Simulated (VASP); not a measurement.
## H3OF: single point with PBE+D3(BJ)

Crystal: H3OF.

```
F H O
1.0
     6.34960    0.00000    0.00000
     0.00000    6.34960    0.00000
     0.00000    0.00000    6.34960
F H O
5 15 5
Direct
  0.29709 0.06634 0.96525
  0.56841 0.94609 0.71810
  0.85036 0.21298 0.06687
  0.94539 0.30559 0.70879
  0.53289 0.33016 0.27638
  0.40488 0.02862 0.86211
  0.52506 0.91948 0.56125
  0.88803 0.24986 0.91947
  0.95487 0.16688 0.60310
  0.65158 0.31415 0.18301
  0.08373 0.56079 0.69196
  0.18459 0.72776 0.84027
  0.04671 0.63399 0.15854
  0.25002 0.48819 0.19922
  0.68837 0.76645 0.17942
  0.75312 0.75576 0.94436
  0.00008 0.01424 0.34629
  0.03608 0.88093 0.56598
  0.45322 0.02838 0.28208
  0.35913 0.79748 0.30711
  0.14534 0.70280 0.69337
  0.20194 0.63255 0.17739
  0.79025 0.70143 0.08295
  0.95955 0.00202 0.49353
  0.47754 0.89245 0.35177
```

The cell was built by a generator and needn't be a form met in nature.

```json
{
  "Program": "VASP 6.6.1",
  "Task": "single point",
  "Functional": "PBE",
  "Dispersion": "D3(BJ)",
  "Potentials or basis": "VASP PAW PBE potentials, release 64 (F, H, O)",
  "Cutoff": "520 eV",
  "k mesh": "1 × 1 × 1",
  "Occupations": "fermi-dirac, width 0.05 eV",
  "Spin": "no spin polarisation"
}
```

| Property | Result |
| --- | --- |
| Pressure | -0.3 GPa |
| Largest force | 0.393 eV/Å |
| Band gap on the k mesh | 5.36 eV, direct |
| Dispersion energy per atom | -0.033 eV |

Forces on the atoms (eV/Å):
```
F   -0.092  0.058  0.080
F    0.037 -0.036  0.114
F   -0.083 -0.026  0.274
F   -0.010  0.208  0.174
F   -0.209 -0.018  0.098
H    0.102 -0.063 -0.104
H   -0.066 -0.051 -0.218
H    0.085  0.081 -0.257
H    0.022 -0.314 -0.235
H    0.236 -0.048 -0.162
H   -0.037  0.016 -0.084
H    0.010  0.060 -0.072
H    0.012  0.037  0.012
H   -0.008  0.104 -0.059
H   -0.016  0.024  0.111
H    0.028  0.030 -0.044
H   -0.016  0.075 -0.033
H    0.062 -0.115  0.115
H    0.087  0.025  0.052
H   -0.077 -0.167 -0.068
O   -0.039 -0.116  0.202
O    0.041 -0.153  0.005
O   -0.026  0.001 -0.025
O   -0.043  0.288  0.017
O    0.001  0.101  0.107
```

Stress tensor (GPa, compression positive):
```
 0.03  0.24 -0.62
 0.24 -0.22 -0.03
-0.62 -0.03 -0.60
```

Levels at points of the mesh, in eV from the valence-band top:
```
           k point  band 37  band 38  band 39  band 40  band 41  band 42  band 43  band 44
(0.00, 0.00, 0.00)    -0.95    -0.44    -0.26     0.00     5.36     8.58     9.13     9.22
```

Wall time 27 s on 1 thread of Intel(R) Xeon(R) Platinum 8488C (Sapphire Rapids), with other jobs on the host, peak memory 0.3 GiB.

Expect the measured gap to be larger: semilocal functionals such as PBE lack the derivative discontinuity.
